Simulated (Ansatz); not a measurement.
# Relaxing B₁₆HN₁₆

Level of theory: DFT PBE+D3(BJ), scalar-relativistic, plane waves, PAW in Ansatz 0.2.0. (420 eV cutoff, 2×2×2 k-mesh, shifted by half a step, Gaussian smearing of 0.02 eV, no spin polarisation)

What was changed: H interstitial, charge -1, atoms relaxed.

In a supercell of 33 atoms the defect feels its periodic images.

Spin polarisation was left out.

Command:

```bash
ansatz run input.yaml --threads 4 --pin off --max-ram 10240MiB --backend cpu --events-out ev --progress --plain --runs-dir out
```

Input:

```yaml
crystal:
  lattice:
    - [-5.0122276274, 2.8938109699, 3.2948837584]
    - [0.0, -5.7876219398, 3.2948837584]
    - [5.0122276274, 2.8938109699, 3.2948837584]
  atoms:
    - { symbol: B, position: [0.2496975441, 0.7496975441, 0.9996975441] }
    - { symbol: B, position: [0.4996975441, 0.4996975441, 0.9996975441] }
    - { symbol: B, position: [0.7496975441, 0.2496975441, 0.9996975441] }
    - { symbol: B, position: [0.9996975441, 0.7496975441, 0.2496975441] }
    - { symbol: B, position: [0.9996975441, 0.9996975441, 0.9996975441] }
    - { symbol: B, position: [0.2496975441, 0.4996975441, 0.2496975441] }
    - { symbol: B, position: [0.4996975441, 0.2496975441, 0.2496975441] }
    - { symbol: B, position: [0.7496975441, 0.7496975441, 0.4996975441] }
    - { symbol: B, position: [0.7496975441, 0.9996975441, 0.2496975441] }
    - { symbol: B, position: [0.9996975441, 0.4996975441, 0.4996975441] }
    - { symbol: B, position: [0.2496975441, 0.2496975441, 0.4996975441] }
    - { symbol: B, position: [0.4996975441, 0.7496975441, 0.7496975441] }
    - { symbol: B, position: [0.4996975441, 0.9996975441, 0.4996975441] }
    - { symbol: B, position: [0.7496975441, 0.4996975441, 0.7496975441] }
    - { symbol: B, position: [0.9996975441, 0.2496975441, 0.7496975441] }
    - { symbol: B, position: [0.2496975441, 0.9996975441, 0.7496975441] }
    - { symbol: "N", position: [0.5827354559, 0.0827354559, 0.3327354559] }
    - { symbol: "N", position: [0.8327354559, 0.8327354559, 0.3327354559] }
    - { symbol: "N", position: [0.0827354559, 0.5827354559, 0.3327354559] }
    - { symbol: "N", position: [0.3327354559, 0.0827354559, 0.5827354559] }
    - { symbol: "N", position: [0.3327354559, 0.3327354559, 0.3327354559] }
    - { symbol: "N", position: [0.5827354559, 0.8327354559, 0.5827354559] }
    - { symbol: "N", position: [0.8327354559, 0.5827354559, 0.5827354559] }
    - { symbol: "N", position: [0.0827354559, 0.0827354559, 0.8327354559] }
    - { symbol: "N", position: [0.0827354559, 0.3327354559, 0.5827354559] }
    - { symbol: "N", position: [0.3327354559, 0.8327354559, 0.8327354559] }
    - { symbol: "N", position: [0.5827354559, 0.5827354559, 0.8327354559] }
    - { symbol: "N", position: [0.8327354559, 0.0827354559, 0.0827354559] }
    - { symbol: "N", position: [0.8327354559, 0.3327354559, 0.8327354559] }
    - { symbol: "N", position: [0.0827354559, 0.8327354559, 0.0827354559] }
    - { symbol: "N", position: [0.3327354559, 0.5827354559, 0.0827354559] }
    - { symbol: "N", position: [0.5827354559, 0.3327354559, 0.0827354559] }
    - { symbol: H, position: [0.4863355084, 0.5491318157, 0.4957562839] }
total_charge: -1
basis:
  ecutwfc: 420
  xc_grid: 2
kpoints:
  mp_grid: { grid: [2, 2, 2], shift: [0.5, 0.5, 0.5] }
hamiltonian:
  xc: pbe
  dispersion: d3bj
scf:
  occupations: { method: gaussian, width: 0.02 }
output:
  forces: true
  stress: false
  eigenvalues: true
  write_density: true
  write_potential: true
  elf: true
  volumetric_format: npy
relax:
  adjacent_minimum: "off"
  f_tol: 0.02
  max_steps: 60
```

F is the free energy.

Steps:

```
step F − F(1) (eV) largest force component (eV/Å)
   1         0.0000                           2.518
   2        -1.3084                           1.895
   3        -2.0267                           1.285
   4        -2.4603                           1.118
   5        -2.7900                           0.674
   6        -3.0533                           1.473
   7        -3.0731                           3.339
   8        -3.3212                           0.401
   9        -3.4079                           0.396
  10        -3.4347                           0.073
  11        -3.4345                           0.069
  12        -3.4355                           0.014
```

Relaxed structure:

```
CELL_PARAMETERS angstrom
-5.01223 2.89381 3.29488
0.00000 -5.78762 3.29488
5.01223 2.89381 3.29488
ATOMIC_POSITIONS crystal
B 0.24635 0.73745 0.99437
B 0.49311 0.49075 0.99436
B 0.75265 0.24811 0.00391
B 0.99328 0.73656 0.24565
B 0.00375 0.99704 0.00394
B 0.27689 0.52100 0.27768
B 0.49190 0.23728 0.24533
B 0.76359 0.75965 0.51538
B 0.75428 0.99863 0.25490
B 0.99311 0.48978 0.49233
B 0.24508 0.23712 0.49202
B 0.51588 0.76028 0.76436
B 0.51507 0.00779 0.51521
B 0.75493 0.49981 0.75513
B 0.00367 0.24804 0.75276
B 0.25524 0.99909 0.75495
N 0.58709 0.07994 0.33771
N 0.83589 0.83173 0.33799
N 0.06451 0.56445 0.32025
N 0.33783 0.08020 0.58755
N 0.31959 0.30826 0.31977
N 0.61870 0.86312 0.61870
N 0.83621 0.58257 0.58789
N 0.08681 0.08080 0.83658
N 0.07991 0.32429 0.57981
N 0.33880 0.83268 0.83707
N 0.58838 0.58324 0.83711
N 0.83622 0.08060 0.08676
N 0.83652 0.33128 0.83667
N 0.08027 0.82440 0.08047
N 0.32168 0.56605 0.06649
N 0.57997 0.32460 0.08043
H 0.39811 0.64145 0.40117
```

The run converged. The run took 51 s on 4 threads of Arm Neoverse V2, with other jobs on the host, peak memory 0.8 GiB.